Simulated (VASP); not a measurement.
Here is a VASP 6.6.1 calculation.

The input INCAR:

```
PREC = Accurate
ENCUT = 520
EDIFF = 1E-6
ISMEAR = -1
SIGMA = 0.05
LREAL = F
LASPH = T
NELM = 100
ALGO = Normal
ISIF = 2
LWAVE = F
LCHARG = F
METAGGA = TPSS
LMIXTAU = T
NBANDS = 11
```

File KPOINTS:

```
regular mesh
0
Gamma
  12 12 12
```

Contents of POSCAR:

```
BN
1.0
    1.2511217832      0.7223354983      3.3729344033
   -1.2511217832      0.7223354983      3.3729344033
    0.0000000000     -1.4446709966      3.3729344033
N B
1 1
Direct
    0.6672382000      0.6672382000      0.6672382000
    0.0003288000      0.0003288000      0.0003288000
```

KPOINTS_OPT

```
path GLB1,BZGX,QFP1Z,LP
20
line-mode
reciprocal
 0.0000000000  0.0000000000  0.0000000000  G
 0.5000000000  0.0000000000  0.0000000000  L

 0.5000000000  0.0000000000  0.0000000000  L
 0.5000000000  0.1972419765 -0.1972419765  B1

 0.8027580235  0.5000000000  0.1972419765  B
 0.5000000000  0.5000000000  0.5000000000  Z

 0.5000000000  0.5000000000  0.5000000000  Z
 0.0000000000  0.0000000000  0.0000000000  G

 0.0000000000  0.0000000000  0.0000000000  G
 0.3486209883  0.0000000000 -0.3486209883  X

 0.6513790117  0.3486209883  0.0000000000  Q
 0.5000000000  0.5000000000  0.0000000000  F

 0.5000000000  0.5000000000  0.0000000000  F
 0.6513790117  0.6513790117  0.1972419765  P1

 0.6513790117  0.6513790117  0.1972419765  P1
 0.5000000000  0.5000000000  0.5000000000  Z

 0.5000000000  0.0000000000  0.0000000000  L
 0.8027580235  0.3486209883  0.3486209883  P
```

Potentials or basis: VASP PAW PBE potentials, release 64 (N, B).

Command:

```sh
$ cat potpaw_PBE.64/N/POTCAR potpaw_PBE.64/B/POTCAR > POTCAR
$ mpirun -np 1 vasp_std > vasp.out
```

**Question.** Predict the pressure.

**Answer.** 3.4 GPa.

**Question.** Estimate the largest force.

**Answer.** 0.008 eV/Å.

Forces in eV/Å, atoms in the order of the input:
```
N    0.000  0.000 -0.008
B    0.000  0.000  0.008
```

Caveat: the PAW data sets were made with another functional, which shifts forces and pressure a little.
